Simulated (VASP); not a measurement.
A run of VASP 6.6.1 is set up as follows.

The input INCAR:

```
SYSTEM = P
ALGO = Normal
EDIFF = 1E-7
ENCUT = 520
GGA = PE
ISIF = 2
ISMEAR = 0
LASPH = .TRUE.
LCHARG = .FALSE.
LREAL = .FALSE.
LWAVE = .FALSE.
NBANDS = 24
NELM = 100
PREC = Accurate
SIGMA = 0.1
```

The input KPOINTS:

```
k-points
0
G
  8 8 8
  0 0 0
```

Contents of POSCAR:

```
P
1.0
   -3.3386397089      3.3386397089      3.3386397089
    3.3386397089     -3.3386397089      3.3386397089
    3.3386397089      3.3386397089     -3.3386397089
P
6
Direct
    0.7500000000      0.2500000000      0.5000000000
    0.2500000000      0.7500000000      0.5000000000
    0.5000000000      0.2500000000      0.7500000000
    0.7500000000      0.5000000000      0.2500000000
    0.5000000000      0.7500000000      0.2500000000
    0.2500000000      0.5000000000      0.7500000000
```

Potentials or basis: VASP PAW PBE potentials, release 64 (P).

Command:

```console
$ cat potpaw_PBE.64/P/POTCAR > POTCAR
$ mpirun -np 1 vasp_std > vasp.out
```

Task: Estimate the band gap on the k mesh.

Result: None (metal or under the smearing width).

Task: What does it give for the pressure?

Result: -0.1 GPa.
